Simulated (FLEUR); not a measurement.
Al2Pt: single point with PBE

The system is Al2Pt.

```
Pt Al
1.0
     0.00000    2.95500    2.95500
     2.95500    0.00000    2.95500
     2.95500    2.95500    0.00000
Pt Al
1 2
Direct
  0.00000 0.00000 0.00000
  0.75000 0.75000 0.75000
  0.25000 0.25000 0.25000
```

| Item | Value |
| --- | --- |
| Program | FLEUR MaX-R8.1 (later development tree) |
| Task | single point |
| Functional | PBE |
| Potentials or basis | all-electron |
| Basis | FLAPW |
| Kmax | 3.5 1/bohr |
| k mesh | 8 × 8 × 8 |
| Occupations | fermi-dirac, width 0.05 eV |
| Spin | no spin polarisation |

| Quantity | Value |
| --- | --- |
| Band gap on the k mesh | none (metal or under the smearing width) |
| Valence electrons inside the program's atomic spheres | Pt 16.69; Al 8.57 (radii Pt 2.48, Al 1.8 bohr) |

Levels at points of the mesh, in eV from the Fermi level:
```tsv
k point	band 16	band 17	band 18	band 19	band 20	band 21	band 22	band 23	band 24	band 25
(0.00, 0.00, 0.00)	-5.03	-3.67	-3.67	2.99	3.85	3.85	3.85	5.45	5.45	5.45
(0.00, 0.00, 0.50)	-4.70	-3.68	-3.44	-3.44	1.05	1.05	3.80	5.19	5.19	5.42
(0.00, 0.50, 0.50)	-3.75	-3.75	-3.39	-3.17	-1.58	-1.58	3.18	3.42	8.09	10.80
```

Core levels (eV from the Fermi level):
```tsv
atom	levels
1 Pt	1s1/2 -78312.8, 2s1/2 -13744.6, 2p1/2 -13171.3, 2p3/2 -11442.0, 3s1/2 -3226.3, 3p1/2 -2969.4, 3p3/2 -2589.2, 4s1/2 -691.3, 3d3/2 -2162.4, 3d5/2 -2080.5, 4p1/2 -582.4, 4p3/2 -491.8, 4d3/2 -313.7, 4d5/2 -296.9, 4f5/2 -69.3, 4f7/2 -65.8
2 Al	1s1/2 -1505.3
3 Al	1s1/2 -1505.3
```

Run time: 25 s on 1 thread of Arm Neoverse V2, with other jobs on the host, peak memory 0.07 GiB.

The run has no spin-orbit coupling, so splittings on Pt are missing.
